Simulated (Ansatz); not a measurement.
## Strain response of AlNi

These are results of DFT PBEsol, scalar-relativistic, plane waves, PAW (Ansatz), not measurements. Run with 420 eV cutoff, 18×18×18 k-mesh, Gaussian smearing of 0.10 eV, no spin polarisation.

Reference structure (relaxed):

```
CELL_PARAMETERS angstrom
2.86235 0.00000 0.00000
0.00000 2.86235 0.00000
0.00000 0.00000 2.86235
ATOMIC_POSITIONS crystal
Al 0.50000 0.50000 0.50000
Ni 0.00000 0.00000 0.00000
```

Deformation: biaxial strain in the a-b plane, with the length and tilt of c and the atoms relaxed, all within the symmetry that the strain leaves. Energies are extrapolated to zero smearing.

| strain (%) | ΔE (meV/atom) | a (Å) | b (Å) | c (Å) |
| --- | --- | --- | --- | --- |
| -4.5 | 24.6 | 2.734 | 2.734 | 3.067 |
| -3.0 | 10.9 | 2.776 | 2.776 | 2.992 |
| -1.5 | 2.5 | 2.819 | 2.819 | 2.924 |
| +0.0 | 0.0 | 2.862 | 2.862 | 2.862 |
| +1.5 | 3.0 | 2.905 | 2.905 | 2.811 |
| +3.0 | 12.8 | 2.948 | 2.948 | 2.767 |
| +4.5 | 28.5 | 2.991 | 2.991 | 2.727 |

**Question.** What stiffness (1/V) d²E/dε² at zero strain does a cubic fit over all points give?

**Answer.** A cubic fit gives (1/V) d²E/dε² = 360 GPa at zero strain (twice the biaxial modulus).

**Question.** How does the free axis c answer a small strain?

**Answer.** Between the innermost points its strain is -1.31 times the applied one.